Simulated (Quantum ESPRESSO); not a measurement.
# CoO (P6_3mc) in Quantum ESPRESSO: single point with LDA+U

Aim: the single point of CoO with LDA+U.

Everything below comes from runs of Quantum ESPRESSO 7.5. Logs are shortened: lines on timing, memory, paths and dates and some standing lists are left out, and cuts for length are marked.

**1. Starting point**

The structure is hexagonal, space group P6_3mc (No. 186). The conventional cell has a = 3.311 Å, b = 3.311 Å, c = 5.423 Å, α = 90.00°, β = 90.00°, γ = 120.00°. Co (site symmetry 3m) has 4 O at 2.03 Å as nearest neighbours. Around O (site symmetry 3m) lie 4 Co at 2.03 Å.

Measurements of this composition are mostly on another form, of space group No. 225.

**2. Single point, LDA+U**

Input file pw.in:

```
&CONTROL
  calculation = 'scf'
  prefix = 'pwscf'
  outdir = './tmp'
  pseudo_dir = './pseudo'
  tprnfor = .true.
  tstress = .true.
  disk_io = 'nowf'
/
&SYSTEM
  ibrav = 0
  nat = 4
  ntyp = 2
  ecutwfc = 104
  nbnd = 35
  occupations = 'smearing'
  smearing = 'gaussian'
  degauss = 0.00367493
/
&ELECTRONS
  conv_thr = 1.6d-07
  electron_maxstep = 100
  mixing_beta = 0.7
  mixing_ndim = 20
/
ATOMIC_SPECIES
Co    58.9332 Co.upf
O     15.9990 O.upf
CELL_PARAMETERS angstrom
   3.3111795300    0.0000000000    0.0000000000
  -1.6555897700    2.8675655900    0.0000000000
   0.0000000000    0.0000000000    5.4229475700
ATOMIC_POSITIONS crystal
Co     0.6666666667    0.3333333333    0.0000000000
Co     0.3333333333    0.6666666667    0.5000000000
O      0.6666666667    0.3333333333    0.6252000000
O      0.3333333333    0.6666666667    0.1252000000
K_POINTS automatic
5 5 3 0 0 0
HUBBARD {ortho-atomic}
U Co-3d 4.0
```

Potentials or basis: PseudoDojo 0.4.1 SR LDA stringent.

Command:

```sh
$ OMP_NUM_THREADS=1 mpirun -n 2 pw.x -nk 2 -in pw.in > pw.out
```

pw.out:

```text
This program is part of the open-source Quantum ESPRESSO suite
     for quantum simulation of materials; please cite
         "P. Giannozzi et al., J. Phys.:Condens. Matter 21 395502 (2009);
         "P. Giannozzi et al., J. Phys.:Condens. Matter 29 465901 (2017);
         "P. Giannozzi et al., J. Chem. Phys. 152 154105 (2020);
     in publications or presentations arising from this work. More details at

     Message from routine setup:
     using ibrav=0 with symmetry is DISCOURAGED, use correct ibrav instead

     K-points division:     npool     =       2
     Subspace diagonalization in iterative solution of the eigenvalue problem:
     a serial algorithm will be used

     G-vector sticks info
     --------------------
     sticks:   dense  smooth     PW     G-vecs:    dense   smooth      PW
     Sum        1135    1135    313                49813    49813    7475

     Using Slab Decomposition

     bravais-lattice index     =            0
     lattice parameter (alat)  =       6.2572  a.u.
     unit-cell volume          =     347.4786 (a.u.)^3
     number of atoms/cell      =            4
     number of atomic types    =            2
     number of electrons       =        46.00
     number of Kohn-Sham states=           35
     kinetic-energy cutoff     =     104.0000  Ry
     charge density cutoff     =     416.0000  Ry
     scf convergence threshold =      1.6E-07
     mixing beta               =       0.7000
     number of iterations used =           20  plain     mixing
     Exchange-correlation= SLA  PW   NOGX NOGC
                           (   1   4   0   0   0   0   0)
     Hubbard projectors: ortho-atomic
     Hubbard parameters of DFT+U (Dudarev formulation) in eV:
     U(Co-3d) =  4.0000

     Internal variables: lda_plus_u =T, lda_plus_u_kind = 0

     Internal variables: orbital_resolved =F, hub_pot_fix =F, apply_U = F

     celldm(1)=   6.257222  celldm(2)=   0.000000  celldm(3)=   0.000000
     celldm(4)=   0.000000  celldm(5)=   0.000000  celldm(6)=   0.000000

     crystal axes: (cart. coord. in units of alat)
               a(1) = (   1.000000   0.000000   0.000000 )
               a(2) = (  -0.500000   0.866025   0.000000 )
               a(3) = (   0.000000   0.000000   1.637769 )

     reciprocal axes: (cart. coord. in units 2 pi/alat)
               b(1) = (  1.000000  0.577350 -0.000000 )
               b(2) = (  0.000000  1.154701  0.000000 )
               b(3) = (  0.000000 -0.000000  0.610587 )

     PseudoPot. # 1 for Co read from file:
     Co.upf
     Pseudo is Norm-conserving + core correction, Zval = 17.0
     Generated using ONCVPSP code by D. R. Hamann
     Using radial grid of 1372 points,  6 beta functions with:
                l(1) =   0
                l(2) =   0
                l(3) =   1
                l(4) =   1
                l(5) =   2
                l(6) =   2

     PseudoPot. # 2 for O  read from file:
     O.upf
     Pseudo is Norm-conserving + core correction, Zval =  6.0
     Generated using ONCVPSP code by D. R. Hamann
     Using radial grid of  926 points,  5 beta functions with:
                l(1) =   0
                l(2) =   0
                l(3) =   1
                l(4) =   1
                l(5) =   2

     atomic species   valence    mass     pseudopotential
     Co               17.00    58.93320     Co( 1.00)
     O                 6.00    15.99900     O ( 1.00)

     12 Sym. Ops. (no inversion) found ( 6 have fractional translation)

   Cartesian axes

     site n.     atom                  positions (alat units)
         1        Co     tau(   1) = (   0.5000000   0.2886751   0.0000000  )
         2        Co     tau(   2) = (  -0.0000000   0.5773503   0.8188846  )
         3        O      tau(   3) = (   0.5000000   0.2886751   1.0239333  )
         4        O      tau(   4) = (  -0.0000000   0.5773503   0.2050487  )

     number of k points=    10  Gaussian smearing, width (Ry)=  0.0037
                       cart. coord. in units 2pi/alat
        k(    1) = (   0.0000000   0.0000000   0.0000000), wk =   0.0266667
        k(    2) = (   0.0000000   0.0000000   0.2035289), wk =   0.0533333
        k(    3) = (   0.0000000   0.2309401   0.0000000), wk =   0.1600000
        k(    4) = (   0.0000000   0.2309401   0.2035289), wk =   0.3200000
        k(    5) = (   0.0000000   0.4618802   0.0000000), wk =   0.1600000
        k(    6) = (   0.0000000   0.4618802   0.2035289), wk =   0.3200000
        k(    7) = (   0.2000000   0.3464102   0.0000000), wk =   0.1600000
        k(    8) = (   0.2000000   0.3464102   0.2035289), wk =   0.3200000
        k(    9) = (   0.2000000   0.5773503   0.0000000), wk =   0.1600000
        k(   10) = (   0.2000000   0.5773503   0.2035289), wk =   0.3200000

     Dense  grid:    49813 G-vectors     FFT dimensions: (  45,  45,  72)

     Initial potential from superposition of free atoms

     starting charge      45.9995, renormalised to      46.0000

     STARTING HUBBARD OCCUPATIONS:

     =================== HUBBARD OCCUPATIONS ===================
     ------------------------ ATOM    1 ------------------------
     Tr[ns(  1)] =   7.00000
     eigenvalues:
       0.700  0.700  0.700  0.700  0.700
     eigenvectors (columns):
       1.000  0.000  0.000  0.000  0.000
       0.000  1.000  0.000  0.000  0.000
       0.000  0.000  1.000  0.000  0.000
       0.000  0.000  0.000  1.000  0.000
       0.000  0.000  0.000  0.000  1.000
     occupation matrix ns (before diag.):
       0.700  0.000  0.000  0.000  0.000
       0.000  0.700  0.000  0.000  0.000
       0.000  0.000  0.700  0.000  0.000
       0.000  0.000  0.000  0.700  0.000
       0.000  0.000  0.000  0.000  0.700
     ------------------------ ATOM    2 ------------------------
     Tr[ns(  2)] =   7.00000
     eigenvalues:
       0.700  0.700  0.700  0.700  0.700
     eigenvectors (columns):
       1.000  0.000  0.000  0.000  0.000
       0.000  1.000  0.000  0.000  0.000
       0.000  0.000  1.000  0.000  0.000
       0.000  0.000  0.000  1.000  0.000
       0.000  0.000  0.000  0.000  1.000
     occupation matrix ns (before diag.):
       0.700  0.000  0.000  0.000  0.000
       0.000  0.700  0.000  0.000  0.000
       0.000  0.000  0.700  0.000  0.000
       0.000  0.000  0.000  0.700  0.000
       0.000  0.000  0.000  0.000  0.700

     Number of occupied Hubbard levels =   14.0000

     Atomic wfc used for Hubbard projectors are orthogonalized

     Starting wfcs are   28 randomized atomic wfcs +    7 random wfcs

     Self-consistent Calculation

     iteration #  1     ecut=   104.00 Ry     beta= 0.70
     Davidson diagonalization with overlap
     ethr =  1.00E-02,  avg # of iterations =  4.9

     =================== HUBBARD OCCUPATIONS ===================
     ------------------------ ATOM    1 ------------------------
     Tr[ns(  1)] =   7.71935
     eigenvalues:
       0.666  0.666  0.698  0.914  0.914
     eigenvectors (columns):
       0.000 -0.000  1.000 -0.000 -0.000
       0.534  0.140  0.000  0.229  0.802
      -0.140  0.534  0.000 -0.802  0.229
       0.212 -0.807 -0.000 -0.530  0.151
      -0.807 -0.212  0.000  0.151  0.530
     occupation matrix ns (before diag.):
       0.698 -0.000  0.000 -0.000 -0.000
      -0.000  0.839 -0.000  0.000  0.114
       0.000 -0.000  0.839  0.114 -0.000
      -0.000  0.000  0.114  0.742  0.000
      -0.000  0.114 -0.000  0.000  0.742
     ------------------------ ATOM    2 ------------------------
     Tr[ns(  2)] =   7.71935
     eigenvalues:
       0.666  0.666  0.698  0.914  0.914
     eigenvectors (columns):
      -0.000  0.000  1.000 -0.000  0.000
      -0.345  0.430 -0.000  0.833  0.050
       0.430  0.345 -0.000 -0.050  0.833
       0.650  0.522 -0.000  0.033 -0.551
      -0.522  0.650 -0.000 -0.551 -0.033
     occupation matrix ns (before diag.):
       0.698 -0.000  0.000 -0.000 -0.000
      -0.000  0.839 -0.000  0.000 -0.114
       0.000 -0.000  0.839 -0.114 -0.000
      -0.000  0.000 -0.114  0.742  0.000
      -0.000 -0.114 -0.000  0.000  0.742

     Number of occupied Hubbard levels =   15.4387

     Threshold (ethr) on eigenvalues was too large:
     Diagonalizing with lowered threshold

     Davidson diagonalization with overlap
     ethr =  5.92E-04,  avg # of iterations =  1.0

     total energy              =    -680.51788356 Ry
     estimated scf accuracy    <       0.26775181 Ry

     iteration #  2     ecut=   104.00 Ry     beta= 0.70
     Davidson diagonalization with overlap
     ethr =  5.82E-04,  avg # of iterations =  2.0
[... 50 lines left out ...]
     total energy              =    -680.62001428 Ry
     estimated scf accuracy    <       0.00000281 Ry

     iteration # 10     ecut=   104.00 Ry     beta= 0.70
     Davidson diagonalization with overlap
     ethr =  6.11E-09,  avg # of iterations =  2.0

     End of self-consistent calculation

     =================== HUBBARD OCCUPATIONS ===================
     ------------------------ ATOM    1 ------------------------
     Tr[ns(  1)] =   7.67179
     eigenvalues:
       0.611  0.611  0.689  0.963  0.963
     eigenvectors (columns):
       0.000 -0.000  1.000 -0.000 -0.000
       0.579  0.136  0.000  0.278  0.754
      -0.136  0.579  0.000 -0.754  0.278
       0.184 -0.782 -0.000 -0.558  0.206
      -0.782 -0.184  0.000  0.206  0.558
     occupation matrix ns (before diag.):
       0.689 -0.000  0.000 -0.000 -0.000
      -0.000  0.838 -0.000  0.000  0.168
       0.000 -0.000  0.838  0.168 -0.000
      -0.000  0.000  0.168  0.735  0.000
      -0.000  0.168 -0.000  0.000  0.735
     ------------------------ ATOM    2 ------------------------
     Tr[ns(  2)] =   7.67179
     eigenvalues:
       0.611  0.611  0.689  0.963  0.963
     eigenvectors (columns):
       0.000 -0.000  1.000 -0.000  0.000
       0.354 -0.478 -0.000  0.801  0.070
      -0.478 -0.354 -0.000 -0.070  0.801
      -0.646 -0.478 -0.000  0.052 -0.593
       0.478 -0.646 -0.000 -0.593 -0.052
     occupation matrix ns (before diag.):
       0.689 -0.000  0.000 -0.000 -0.000
      -0.000  0.838 -0.000  0.000 -0.168
       0.000 -0.000  0.838 -0.168 -0.000
      -0.000  0.000 -0.168  0.735  0.000
      -0.000 -0.168 -0.000  0.000  0.735

     Number of occupied Hubbard levels =   15.3436

          k = 0.0000 0.0000 0.0000 (  6267 PWs)   bands (ev):

   -84.7445 -84.7438 -48.5164 -48.5164 -48.5142 -48.5142 -48.3468 -48.3329
   -10.3135  -9.8325   2.5130   3.5949   3.6524   3.6524   3.7417   3.7417
     6.2863   6.2863   6.8926   6.8926   7.6416   9.0084   9.0084   9.0456
     9.5446   9.8257   9.8257  14.0425  15.4595  21.9592  21.9592  22.3386
    22.9587  22.9587  24.7036

          k = 0.0000 0.0000 0.2035 (  6195 PWs)   bands (ev):
[... 65 lines left out ...]
   -84.7435 -84.7434 -48.5253 -48.5247 -48.5209 -48.5195 -48.3393 -48.3378
    -9.7519  -9.7062   2.6514   2.6568   3.4044   3.4198   4.0567   4.0720
     6.6834   6.7465   6.8764   6.8925   7.5954   7.6862   8.0834   8.4011
     8.5267   8.7608  15.0738  15.2396  16.2140  17.0622  18.0589  19.0075
    21.5819  22.9860  24.6296

     the Fermi energy is     8.5213 ev

!    total energy              =    -680.62001560 Ry
     estimated scf accuracy    <       0.00000015 Ry
     smearing contrib. (-TS)   =      -0.00090113 Ry
     internal energy E=F+TS    =    -680.61911447 Ry

     The total energy is F=E-TS. E is the sum of the following terms:
     one-electron contribution =    -404.29805671 Ry
     hartree contribution      =     224.02041432 Ry
     xc contribution           =    -127.76186269 Ry
     ewald contribution        =    -373.02742463 Ry
     Hubbard energy            =       0.44781524 Ry

     convergence has been achieved in  10 iterations

     Forces acting on atoms (cartesian axes, Ry/au):

     atom    1 type  1   force =    -0.00000000    0.00000000   -0.00181614
     atom    2 type  1   force =     0.00000000   -0.00000000   -0.00181614
     atom    3 type  2   force =    -0.00000000    0.00000000    0.00181614
     atom    4 type  2   force =    -0.00000000   -0.00000000    0.00181614

     Total force =     0.003632     Total SCF correction =     0.000038

     Computing stress (Cartesian axis) and pressure

          total   stress  (Ry/bohr**3)                   (kbar)     P=     -341.47
  -0.00249487  -0.00000000   0.00000000         -367.01       -0.00        0.00
  -0.00000000  -0.00249487   0.00000000           -0.00     -367.01        0.00
   0.00000000   0.00000000  -0.00197401            0.00        0.00     -290.39

=------------------------------------------------------------------------------=
   JOB DONE.
=------------------------------------------------------------------------------=
```

Run time: 18 s. Hardware: 2 MPI ranks of Arm Neoverse V2, shared host; peak memory 0.26 GiB.

Results:

* Free energy: -9260.3071 eV
* Pressure: -34.1 GPa
* Largest force: 0.047 eV/Å
* Band gap on the k mesh: none (metal or under the smearing width)

Forces on the atoms (eV/Å):
```
Co   0.000  0.000 -0.047
Co   0.000  0.000 -0.047
O    0.000  0.000  0.047
O    0.000  0.000  0.047
```

Eigenvalues of the final occupation matrices:
```csv
site,spin,trace,eigenvalues
Co 1 3d,each,3.84,0.61 0.61 0.69 0.96 0.96
Co 2 3d,each,3.84,0.61 0.61 0.69 0.96 0.96
```

Caveat: the k mesh is coarse (spacing up to 0.44 Å⁻¹), so the values aren't converged; a pressure of tens of GPa on the cell as given is suspect, and the run, the potentials or the cell itself is likely at fault; the run has no spin polarisation, though such a crystal can be magnetic; U without spin polarisation on a metal has little footing.
